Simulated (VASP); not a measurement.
# Pt (Fm-3m) in VASP: a series of runs

One crystal, Pt, is run at these levels: PBE; tasks: relaxation of cell and atoms.

Everything below comes from runs of VASP 6.6.1. Logs are shortened: lines on timing, memory, paths and dates and some standing lists are left out, and cuts for length are marked.

## (1) The structure

The structure is cubic, space group Fm-3m (No. 225). The conventional cell has a = 3.922 Å, b = 3.922 Å, c = 3.922 Å, α = 90.00°, β = 90.00°, γ = 90.00°. Pt (site symmetry m-3m) is surrounded by 12 Pt at 2.77 Å.

## (2) Relaxation of cell and atoms, PBE

Input file INCAR:

```
ALGO = Fast ; EDIFF = 1E-7
EDIFFG = -0.002 ; ENCUT = 520
GGA = PE ; IBRION = 2
ISIF = 3 ; ISMEAR = 0
LASPH = T ; LCHARG = F
LREAL = F ; LWAVE = F
NELM = 80 ; NSW = 80
PREC = Accurate ; SIGMA = 0.1
```

Input file KPOINTS:

```
k-points
0
Gamma
  4 4 4
```

Input file POSCAR:

```
Pt
1.0
    0.0000000000      1.9609000000      1.9609000000
    1.9609000000      0.0000000000      1.9609000000
    1.9609000000      1.9609000000      0.0000000000
Pt
1
Direct
    0.0000000000      0.0000000000      0.0000000000
```

Potentials or basis: VASP PAW PBE potentials, release 64 (Pt).

Command:

```
$ cat potpaw_PBE.64/Pt/POTCAR > POTCAR
$ mpirun -np 1 vasp_std > vasp.out
```

OUTCAR:

```text
EDIFF = 1E-7
   EDIFFG = -0.002
   ENCUT = 520
   GGA = PE
   IBRION = 2
   ISIF = 3
   ISMEAR = 0
   LASPH = T
   LREAL = F
   NELM = 80
   NSW = 80
   PREC = Accurate

 ion  position               nearest neighbor table
   1  0.000  0.000  0.000-

  LATTYP: Found a face centered cubic cell.
 ALAT       =     3.9218000000

  Lattice vectors:

 A1 = (   0.0000000000,   1.9609000000,   1.9609000000)
 A2 = (   1.9609000000,   0.0000000000,   1.9609000000)
 A3 = (   1.9609000000,   1.9609000000,   0.0000000000)

Analysis of symmetry for initial positions (statically):
=====================================================================
 Subroutine PRICEL returns:
 Original cell was already a primitive cell.

 Routine SETGRP: Setting up the symmetry group for a
 face centered cubic supercell.

 Subroutine GETGRP returns: Found 48 space group operations
 (whereof 48 operations were pure point group operations)
 out of a pool of 48 trial point group operations.

The static configuration has the point symmetry O_h .

Analysis of symmetry for dynamics (positions and initial velocities):
=====================================================================
 Subroutine PRICEL returns:
 Original cell was already a primitive cell.

 Routine SETGRP: Setting up the symmetry group for a
 face centered cubic supercell.

 Subroutine GETGRP returns: Found 48 space group operations
 (whereof 48 operations were pure point group operations)
 out of a pool of 48 trial point group operations.

The dynamic configuration has the point symmetry O_h .

 Subroutine INISYM returns: Found 48 space group operations
 (whereof 48 operations are pure point group operations),
 and found     1 'primitive' translations

----------------------------------------------------------------------------------------

                                     Primitive cell

  volume of cell :      15.0798

  direct lattice vectors                    reciprocal lattice vectors
     0.000000000  1.960900000  1.960900000    -0.254984956  0.254984956  0.254984956
     1.960900000  0.000000000  1.960900000     0.254984956 -0.254984956  0.254984956
     1.960900000  1.960900000  0.000000000     0.254984956  0.254984956 -0.254984956

  length of vectors
     2.773131374  2.773131374  2.773131374     0.441646899  0.441646899  0.441646899

  position of ions in fractional coordinates (direct lattice)
     0.000000000  0.000000000  0.000000000

  ion indices of the primitive-cell ions
   primitive index   ion index
                 1           1

----------------------------------------------------------------------------------------

 KPOINTS: k-points

Automatic generation of k-mesh.
 Grid dimensions read from file:
 generate k-points for:    4    4    4

 Generating k-lattice:

  Cartesian coordinates                     Fractional coordinates (reciprocal lattice)
    -0.063746239  0.063746239  0.063746239     0.250000000  0.000000000  0.000000000
     0.063746239 -0.063746239  0.063746239     0.000000000  0.250000000  0.000000000
     0.063746239  0.063746239 -0.063746239     0.000000000  0.000000000  0.250000000

  Length of vectors
     0.110411725  0.110411725  0.110411725

  Shift w.r.t. Gamma in fractional coordinates (k-lattice)
     0.000000000  0.000000000  0.000000000

 Subroutine IBZKPT returns following result:
 ===========================================

 Found      8 irreducible k-points:

 Following reciprocal coordinates:
            Coordinates               Weight
  0.000000  0.000000  0.000000      1.000000
  0.250000  0.000000  0.000000      8.000000
  0.500000  0.000000  0.000000      4.000000
  0.250000  0.250000  0.000000      6.000000
  0.500000  0.250000  0.000000     24.000000
 -0.250000  0.250000  0.000000     12.000000
  0.500000  0.500000  0.000000      3.000000
 -0.250000  0.500000  0.250000      6.000000
   k-points           NKPTS =      8   k-points in BZ     NKDIM =      8   number of bands    NBANDS=      9
   number of dos      NEDOS =    301   number of ions     NIONS =      1
   total plane-waves  NPLWV =  13824
   dimension x,y,z NGX =    24 NGY =   24 NGZ =   24
   dimension x,y,z NGXF=    48 NGYF=   48 NGZF=   48
   ions per type =               1
   NGX,Y,Z   is equivalent  to a cutoff of  14.39, 14.39, 14.39 a.u.
   NGXF,Y,Z  is equivalent  to a cutoff of  28.78, 28.78, 28.78 a.u.
 SYSTEM =  unknown system
   PREC   = accura    normal or accurate (medium, high low for compatibility)
   ISTART =      0    job   : 0-new  1-cont  2-samecut
   ICHARG =      2    charge: 1-file 2-atom 10-const
   ISPIN  =      1    spin polarized calculation?
   LNONCOLLINEAR =      F non collinear calculations
   LSORBIT =      F    spin-orbit coupling
   LASPH  =      T    aspherical Exc in radial PAW
   ENCUT  =  520.0 eV  38.22 Ry    6.18 a.u.   5.16  5.16  5.16*2*pi/ulx,y,z
   NELM   =     80;   NELMIN=  2; NELMDL= -5     # of ELM steps
   EDIFF  = 0.1E-06   stopping-criterion for ELM
   LREAL  =      F    real-space projection
   EDIFFG = -.2E-02   stopping-criterion for IOM
   NSW    =     80    number of steps for IOM
   IBRION =      2    ionic relax: 0-MD 1-quasi-New 2-CG
   NFREE  =      1    steps in history (QN), initial steepest desc. (CG)
   ISIF   =      3    stress and relaxation
   ISYM   =      2    0-nonsym 1-usesym 2-fastsym
   POTIM  = 0.5000    time-step for ionic-motion
   TEBEG  =    0.0;   TEEND  =   0.0 temperature during run
   PSTRESS=    0.0 pullay stress
   NELECT =      10.0000    total number of electrons
   NUPDOWN=      -1.0000    fix difference up-down
   EMIN   =  10.00;   EMAX   =-10.00  energy-range for DOS
   EFERMI =   0.00;   METHOD = LEGACY
   ISMEAR =     0;   SIGMA  =   0.10  broadening in eV -4-tet -1-fermi 0-gaus
   EFERMI_NEDOS =   21; number of points for ismear=-14 and -15
   IALGO  =     68    algorithm
   IMIX   =      4    mixing-type and parameters
     AMIX     =   0.40;   BMIX     =  1.00
     AMIX_MAG =   1.60;   BMIX_MAG =  1.00
  volume/ion in A,a.u.               =      15.08       101.76
  Fermi-wavevector in a.u.,A,eV,Ry     =   1.427609  2.697791 27.729605  2.038068
  Thomas-Fermi vector in A             =   2.547760
   LORBIT       =      0    0 simple, 1 ext, 2 COOP (PROOUT), +10 PAW based schemes
   GGA     = PE    functional components
   LHFCALC =     F    Hartree Fock is set to
   AEXX    =    0.0000 exact exchange contribution
   IVDW    =     0    specifies the selected vdW correction
   LEPSILON=     F    determine dielectric tensor
   LRPA    =     F    only Hartree local field effects (RPA)
 conjugate gradient relaxation of ions
 non-spin polarized calculation
 RMM-DIIS sequential band-by-band and
 Gauss-broadening in eV      SIGMA  =   0.10
  energy-cutoff  :      520.00
  volume of cell :       15.08
 maximum number of plane-waves:       415
 NGX is ok and might be reduce to    24
   NGX = 11   NGY = 11   NGZ = 11

--------------------------------------- Ionic step        1  -------------------------------------------

 number of electron      10.0000000 magnetization

 Free energy of the ion-electron system (eV)
  ---------------------------------------------------
  ext. energy  EPLUGINS =         0.00000000
  ---------------------------------------------------
  free energy    TOTEN  =        -6.20477627 eV

  energy without entropy =       -6.18617066  energy(sigma->0) =       -6.19547346

------------------------ aborting loop because EDIFF is reached ----------------------------------------

  FORCE on cell =-STRESS in cart. coord.  units (eV):
  Direction    XX          YY          ZZ          XY          YZ          ZX
  --------------------------------------------------------------------------------------
  -------------------------------------------------------------------------------------
  Total        0.7239254      0.7239254      0.7239254      0.0000000     -0.0000000      0.0000000
  in kB       76.9144675     76.9144675     76.9144675      0.0000000     -0.0000000      0.0000000
  external PRESSURE =      76.9144675 kB  Pullay stress =       0.0000000 kB
[... 20 lines left out ...]
  energy  without entropy=       -6.1861706598  energy(sigma->0) =       -6.19547346

--------------------------------------- Ionic step        2  -------------------------------------------

 number of electron       9.9999999 magnetization

 E-fermi :   9.5293     XC(G=0): -12.8837

 val. band max:        9.4888777684   @ k =   0.5000   0.2500   0.0000
 cond. band min:       9.7509649145   @ k =   0.5000   0.5000   0.0000
 fundamental gap:      0.2620871461
 Fermi energy:         9.5292945246

 k-point     1 :       0.0000    0.0000    0.0000
  band No.  band energies     occupation
      1       0.2812      2.00000
      2       6.1626      2.00000
      3       6.1626      2.00000
      4       6.1626      2.00000
      5       7.9917      2.00000
      6       7.9917      2.00000
      7      24.2455      0.00000
      8      28.6612      0.00000
      9      28.6612      0.00000
[... 145 lines left out ...]
  FREE ENERGIE OF THE ION-ELECTRON SYSTEM (eV)
  ---------------------------------------------------
  free  energy   TOTEN  =        -6.2143517985 eV

  energy  without entropy=       -6.1956470368  energy(sigma->0) =       -6.20499942

[... ionic steps 4 to 14 ...]

--------------------------------------- Ionic step       15  -------------------------------------------

 number of electron      10.0000001 magnetization

------------------------ aborting loop because EDIFF is reached ----------------------------------------

  FORCE on cell =-STRESS in cart. coord.  units (eV):
  Direction    XX          YY          ZZ          XY          YZ          ZX
  --------------------------------------------------------------------------------------
  -------------------------------------------------------------------------------------
  Total        0.0024301      0.0024301      0.0024301     -0.0000000     -0.0000000     -0.0000000
  in kB        0.2513162      0.2513162      0.2513162     -0.0000000     -0.0000000     -0.0000000
  external PRESSURE =       0.2513162 kB  Pullay stress =       0.0000000 kB
[... 55 lines left out ...]
  energy  without entropy=       -6.1956581204  energy(sigma->0) =       -6.20500927

--------------------------------------- Ionic step       17  -------------------------------------------

 number of electron      10.0000001 magnetization

 Free energy of the ion-electron system (eV)
  ---------------------------------------------------
  ext. energy  EPLUGINS =         0.00000000
  ---------------------------------------------------
  free energy    TOTEN  =        -6.21436098 eV

  energy without entropy =       -6.19565933  energy(sigma->0) =       -6.20501015

 E-fermi :  10.9406     XC(G=0): -13.3296

 val. band max:       10.9009656547   @ k =   0.5000   0.2500   0.0000
 cond. band min:      11.2030595542   @ k =   0.5000   0.5000   0.0000
 fundamental gap:      0.3020938995
 Fermi energy:        10.9406470740

 k-point     1 :       0.0000    0.0000    0.0000
  band No.  band energies     occupation
      1       0.8342      2.00000
      2       7.1146      2.00000
      3       7.1146      2.00000
      4       7.1146      2.00000
      5       9.1918      2.00000
      6       9.1918      2.00000
      7      25.4474      0.00000
      8      30.2898      0.00000
      9      30.2898      0.00000
[... 110 lines left out ...]
  FREE ENERGIE OF THE ION-ELECTRON SYSTEM (eV)
  ---------------------------------------------------
  free  energy   TOTEN  =        -6.2143609759 eV

  energy  without entropy=       -6.1956593326  energy(sigma->0) =       -6.20501015

 reached required accuracy - stopping structural energy minimisation
```

Run time: 15 s. Hardware: 1 thread of AMD EPYC 9R45 (Zen 5), shared host; peak memory 0.11 GiB.

Results:

| Property | Result |
| --- | --- |
| Free energy | -6.2144 eV |
| Relaxed volume | 15.49 Å³/atom |
| Relaxed cell | a = 2.798 Å, b = 2.798 Å, c = 2.798 Å, α = 60.00°, β = 60.00°, γ = 60.00° |
| Space group after relaxing (to 0.05 Å) | Fm-3m (No. 225) |
| Energy gained by relaxing | 9.6 meV/atom |
| Ionic steps | 17 |
| Pressure after relaxing | 0.0 GPa |
| Band gap on the k mesh | none (metal or under the smearing width) |

The path:
```tsv
step	energy change (eV)	largest force (eV/Å)	pressure (GPa)	volume (Å³)
1	0.0000	0.0000	7.69	15.08
2	0.0578	0.0000	-16.26	16.72
3	-0.0096	0.0000	-0.19	15.51
4	-0.0096	0.0000	-0.03	15.50
5	-0.0096	0.0000	0.12	15.49
6	-0.0096	0.0000	0.12	15.49
7	-0.0096	0.0000	0.09	15.49
8	-0.0096	0.0000	0.09	15.49
9	-0.0096	0.0000	0.09	15.49
10	-0.0096	0.0000	0.09	15.49
11	-0.0096	0.0000	0.09	15.49
12	-0.0096	0.0000	0.09	15.49
13	-0.0096	0.0000	0.09	15.49
14	-0.0096	0.0000	0.05	15.49
15	-0.0096	0.0000	0.03	15.49
16	-0.0096	0.0000	-0.05	15.50
17	-0.0096	0.0000	0.00	15.49
```

Final structure:
```
Pt
1.0
     0.00000    1.97869    1.97869
     1.97869    0.00000    1.97869
     1.97869    1.97869    0.00000
Pt
1
Direct
  0.00000 0.00000 0.00000
```

Levels at points of the mesh, in eV from the Fermi level:
```tsv
k point	band 3	band 4	band 5	band 6	band 7	band 8
(0.00, 0.00, 0.00)	-3.83	-3.83	-1.75	-1.75	14.51	19.35
(0.50, 0.00, 0.00)	-3.88	-0.55	-0.16	-0.16	5.44	14.08
(0.50, 0.50, 0.00)	-0.18	0.26	0.26	1.64	8.40	11.12
```

Caveat: the k mesh is coarse (spacing up to 0.69 Å⁻¹), so the values aren't converged.

[end of part 1 of 2]
